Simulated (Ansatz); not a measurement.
# Mo12CO: the cost of one run

Computed with Ansatz 0.2.0 (DFT PBE, scalar-relativistic, plane waves, PAW, unless a step's input says otherwise).

The COD entry's cell or inner coordinates are ideal or old and differ from later refinements, so a difference from it is no clean test against experiment.

15 further runs of the same task are left out: 15 set aside as unsound or not needed.

### 1 The starting structure

It takes space group Cm (No. 8, monoclinic). Conventional cell: a = 6.321 Å, b = 8.939 Å, c = 22.308 Å, α = 90.00°, β = 90.00°, γ = 90.00°. Mo (site symmetry m) is surrounded by 6 Mo at 2.67 to 2.74 Å. Mo (site symmetry 1) is surrounded by 6 Mo at 2.67 to 2.74 Å. Mo (site symmetry m) has 8 Mo at 2.67 to 2.74 Å as nearest neighbours. Around Mo (site symmetry 1) lie 8 Mo at 2.67 to 2.74 Å. Only part of the 11 independent sites is listed.

As a file:

```
CELL_PARAMETERS angstrom
5.47404 0.00000 0.00000
-1.82468 5.16098 0.00000
0.00000 0.00000 22.30821
ATOMIC_POSITIONS crystal
Mo 0.25000 0.25000 0.17931
Mo 0.25000 0.75000 0.17931
Mo 0.75000 0.25000 0.17931
Mo 0.75000 0.75000 0.17931
Mo 0.00000 0.00000 0.27587
Mo 0.00000 0.50000 0.27587
Mo 0.50000 0.00000 0.27587
Mo 0.50000 0.50000 0.27587
Mo 0.25000 0.25000 0.37243
Mo 0.25000 0.75000 0.37243
Mo 0.75000 0.25000 0.37243
Mo 0.75000 0.75000 0.37243
C 0.75000 0.75000 0.47194
O 0.84176 0.84176 0.51698
```

This is the geometry of the first run shown, built on a cell relaxed beforehand with the same method.

### 2 What is varied

Atoms count from 1 in the order of the input.

CO stands on one site of a rigid substrate while its tilt and height are varied at a fixed bond length.

- tilt of the C13-O14 axis from the surface normal: 7 values from 0 to 90 °
- height of C13 above the plane of Mo9: 6 values from 2.00 to 3.55 Å

Nothing else is relaxed. Points are written as (first, second).

### 3 Point (30°, 2.22 Å)

The cell repeats along c, and a dipole correction in the vacuum removes the field between the copies.

input.yaml reads:

```yaml
crystal:
  lattice:
    - [5.4740406976, 0.0, 0.0]
    - [-1.8246802325, 5.1609750636, 0.0]
    - [0.0, 0.0, 22.3082144184]
  atoms:
    - { symbol: Mo, position: [0.25, 0.25, 0.1793061482] }
    - { symbol: Mo, position: [0.25, 0.75, 0.1793061482] }
    - { symbol: Mo, position: [0.75, 0.25, 0.1793061482] }
    - { symbol: Mo, position: [0.75, 0.75, 0.1793061482] }
    - { symbol: Mo, position: [0.0, 0.0, 0.2758696768] }
    - { symbol: Mo, position: [0.0, 0.5, 0.2758696768] }
    - { symbol: Mo, position: [0.5, 0.0, 0.2758696768] }
    - { symbol: Mo, position: [0.5, 0.5, 0.2758696768] }
    - { symbol: Mo, position: [0.25, 0.25, 0.3724284814] }
    - { symbol: Mo, position: [0.25, 0.75, 0.3724284814] }
    - { symbol: Mo, position: [0.75, 0.25, 0.3724284814] }
    - { symbol: Mo, position: [0.75, 0.75, 0.3724284814] }
    - { symbol: C, position: [0.75, 0.75, 0.4719433936] }
    - { symbol: O, position: [0.8417594081, 0.8417594081, 0.5169756606] }
basis:
  ecutwfc: 420
kpoints:
  mp_grid: { grid: [5, 5, 1] }
hamiltonian:
  xc: pbe
scf:
  occupations: { method: gaussian, width: 0.1 }
output:
  forces: true
  eigenvalues: true
efield:
  axis: 3
  dipole_correction: true
  ramp_width: 0.04
```

The run is started by

```
ansatz run input.yaml --threads 4 --pin off --max-ram 12288MiB --backend cpu --events-out ev --progress --plain --runs-dir out
```

**Question.** How long does this run take on 4 threads of Intel Xeon Platinum 8488C (Sapphire Rapids), shared host, and how much memory does it need?

About 13 s, with a peak of 1.7 GiB.
